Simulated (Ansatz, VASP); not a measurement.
**SiC3 in VASP and in Ansatz**

```
Si C
1.0
     2.80466    0.00000    0.00000
     0.00000    2.80466    0.00000
     0.00000    0.00000    4.11214
Si C
1 3
Direct
  0.50000 0.50000 0.00000
  0.00000 0.50000 0.28798
  0.50000 0.00000 0.71202
  0.00000 0.00000 0.50000
```

Alike in both runs: functional PBE; k mesh 6 × 6 × 4; occupations gaussian, width 0.1 eV; no spin polarisation.

Ansatz relaxed the structure, and its values are those at the end. VASP's run is a single point on that final structure, the one shown.

|  | VASP | Ansatz |
| --- | --- | --- |
| version | VASP 6.6.1 | Ansatz 0.2.0 |
| potentials or method | VASP PAW PBE potentials, release 64 (Si, C) | scalar-relativistic, plane waves, PAW |
| plane-wave cutoff (eV) | 520 | 420 |
| valence electrons in the cell | 16 | 16 |

VASP gave:

```
gap on the k mesh at the Fermi level (eV) : 1.60
least direct gap on the mesh (eV)         : 1.79
pressure (GPa)                            : -0.3
rms of the force components (eV/Å)        : 0.007
```

**Question.** What did Ansatz give for the same quantities?

**Answer.** gap on the k mesh at the Fermi level (eV): 1.60; least direct gap on the mesh (eV): 1.80; pressure (GPa): -0.3; rms of the force components (eV/Å): 0.000.

With one functional, cell and mesh, what is left measures potentials, basis and numerics.

A k mesh can miss the band edges. PBE gaps usually lie below the measured ones, often by a third to a half.
